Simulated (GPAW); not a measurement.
Set up this calculation in GPAW 26.7.0, as an ASE script.

```yaml
Task: band structure
Functional: AM05
Potentials_or_basis: PAW data sets generated in the run's folder for this functional
Cutoff: 800 eV
Basis: pw
k_mesh: 10 × 10 × 10
Occupations: fermi-dirac, width 0.05 eV
Spin: no spin polarisation
Maxiter: 150
Band_path: GXWKGLUWLK,UX
Band_points: 60
```

The structure of BP lies in BP.cif:

```cif
data_BP
_cell_length_a 4.53800000
_cell_length_b 4.53800000
_cell_length_c 4.53800000
_cell_angle_alpha 90.00000000
_cell_angle_beta 90.00000000
_cell_angle_gamma 90.00000000
_space_group_name_H-M_alt 'F-43m'
_space_group_name_Hall 'F -4 2 3'
_space_group_IT_number 216
loop_
_space_group_symop_operation_xyz
'x,y,z'
'y,-x,-z'
'-x,-y,z'
'-y,x,-z'
'x,-y,-z'
'y,x,z'
'-x,y,-z'
'-y,-x,z'
'z,x,y'
'-z,y,-x'
'z,-x,-y'
'-z,-y,x'
'-z,x,-y'
'z,y,x'
'-z,-x,y'
'z,-y,-x'
'y,z,x'
'-x,-z,y'
'-y,z,-x'
'x,-z,-y'
'-y,-z,x'
'x,z,y'
'y,-z,-x'
'-x,z,-y'
'x,y+1/2,z+1/2'
'y,-x+1/2,-z+1/2'
'-x,-y+1/2,z+1/2'
'-y,x+1/2,-z+1/2'
'x,-y+1/2,-z+1/2'
'y,x+1/2,z+1/2'
'-x,y+1/2,-z+1/2'
'-y,-x+1/2,z+1/2'
'z,x+1/2,y+1/2'
'-z,y+1/2,-x+1/2'
'z,-x+1/2,-y+1/2'
'-z,-y+1/2,x+1/2'
'-z,x+1/2,-y+1/2'
'z,y+1/2,x+1/2'
'-z,-x+1/2,y+1/2'
'z,-y+1/2,-x+1/2'
'y,z+1/2,x+1/2'
'-x,-z+1/2,y+1/2'
'-y,z+1/2,-x+1/2'
'x,-z+1/2,-y+1/2'
'-y,-z+1/2,x+1/2'
'x,z+1/2,y+1/2'
'y,-z+1/2,-x+1/2'
'-x,z+1/2,-y+1/2'
'x+1/2,y,z+1/2'
'y+1/2,-x,-z+1/2'
'-x+1/2,-y,z+1/2'
'-y+1/2,x,-z+1/2'
'x+1/2,-y,-z+1/2'
'y+1/2,x,z+1/2'
'-x+1/2,y,-z+1/2'
'-y+1/2,-x,z+1/2'
'z+1/2,x,y+1/2'
'-z+1/2,y,-x+1/2'
'z+1/2,-x,-y+1/2'
'-z+1/2,-y,x+1/2'
'-z+1/2,x,-y+1/2'
'z+1/2,y,x+1/2'
'-z+1/2,-x,y+1/2'
'z+1/2,-y,-x+1/2'
'y+1/2,z,x+1/2'
'-x+1/2,-z,y+1/2'
'-y+1/2,z,-x+1/2'
'x+1/2,-z,-y+1/2'
'-y+1/2,-z,x+1/2'
'x+1/2,z,y+1/2'
'y+1/2,-z,-x+1/2'
'-x+1/2,z,-y+1/2'
'x+1/2,y+1/2,z'
'y+1/2,-x+1/2,-z'
'-x+1/2,-y+1/2,z'
'-y+1/2,x+1/2,-z'
'x+1/2,-y+1/2,-z'
'y+1/2,x+1/2,z'
'-x+1/2,y+1/2,-z'
'-y+1/2,-x+1/2,z'
'z+1/2,x+1/2,y'
'-z+1/2,y+1/2,-x'
'z+1/2,-x+1/2,-y'
'-z+1/2,-y+1/2,x'
'-z+1/2,x+1/2,-y'
'z+1/2,y+1/2,x'
'-z+1/2,-x+1/2,y'
'z+1/2,-y+1/2,-x'
'y+1/2,z+1/2,x'
'-x+1/2,-z+1/2,y'
'-y+1/2,z+1/2,-x'
'x+1/2,-z+1/2,-y'
'-y+1/2,-z+1/2,x'
'x+1/2,z+1/2,y'
'y+1/2,-z+1/2,-x'
'-x+1/2,z+1/2,-y'
loop_
_atom_site_label
_atom_site_type_symbol
_atom_site_symmetry_multiplicity
_atom_site_Wyckoff_symbol
_atom_site_fract_x
_atom_site_fract_y
_atom_site_fract_z
_atom_site_occupancy
P1 P 4 c 0.2500000000 0.2500000000 0.2500000000 1
B1 B 4 a 0.0000000000 0.0000000000 0.0000000000 1
```

One way to write it, as run:

run.py

```python
import spglib
from ase import Atoms
from ase.dft.bandgap import bandgap
from ase.io import read, write
from ase.units import GPa
from gpaw import GPAW, PW, setup_paths

setup_paths.insert(0, '.')

atoms = read('BP.cif')
cell, positions, numbers = spglib.find_primitive(
    (atoms.cell[:], atoms.get_scaled_positions(), atoms.numbers), symprec=1e-4)
atoms = Atoms(numbers, cell=cell, scaled_positions=positions, pbc=True)

calc = GPAW(mode=PW(800),
            xc='AM05',
            kpts={'size': (10, 10, 10), 'gamma': True},
            occupations={'name': 'fermi-dirac', 'width': 0.05},
            nbands=11,
            convergence={'density': 1e-05, 'energy': 1e-05},
            maxiter=150,
            txt='gpaw.txt')
atoms.calc = calc
energy = atoms.get_potential_energy()
forces = atoms.get_forces()
stress = atoms.get_stress()
calc.write('gs.gpw')
write('result.traj', atoms)
print(f'Energy: {energy:.6f} eV')
print('Forces (eV/A):')
print(forces.round(4))
print('Stress (GPa):', (stress / GPa).round(3))
print('Fermi level:', round(calc.get_fermi_level(), 4), 'eV')
print(f'Gap: {bandgap(calc)[0]:.4f} eV, direct: {bandgap(calc, direct=True)[0]:.4f} eV')

path = atoms.cell.bandpath('GXWKGLUWLK,UX', npoints=60, eps=1e-4)
bs_calc = calc.fixed_density(kpts=path, symmetry='off', nbands=19,
                             convergence={'bands': 'CBM+6.0', 'eigenstates': 1e-6}, txt='bands.txt')
bs = bs_calc.band_structure()
bs.write('bs.json')
print(f'Gap on the path: {bandgap(bs_calc)[0]:.4f} eV')
```

Potentials or basis: PAW data sets generated in the run's folder for this functional, pw.

Launch:

```sh
$ gpaw-setup -f AM05 B P
$ OMP_NUM_THREADS=1 python run.py
```

It gave:

| Item | Value |
| --- | --- |
| Pressure | -2.0 GPa |
| Band gap on the k mesh | 1.15 eV, indirect (least direct gap 3.34 eV) |
| Band gap along the path | 1.16 eV, indirect (least direct gap 3.34 eV) |

Wall time 63 s on 1 thread of Intel(R) Xeon(R) Processor @ 2.50GHz (Skylake/Cascade Lake), with other jobs on the host, peak memory 0.2 GiB.
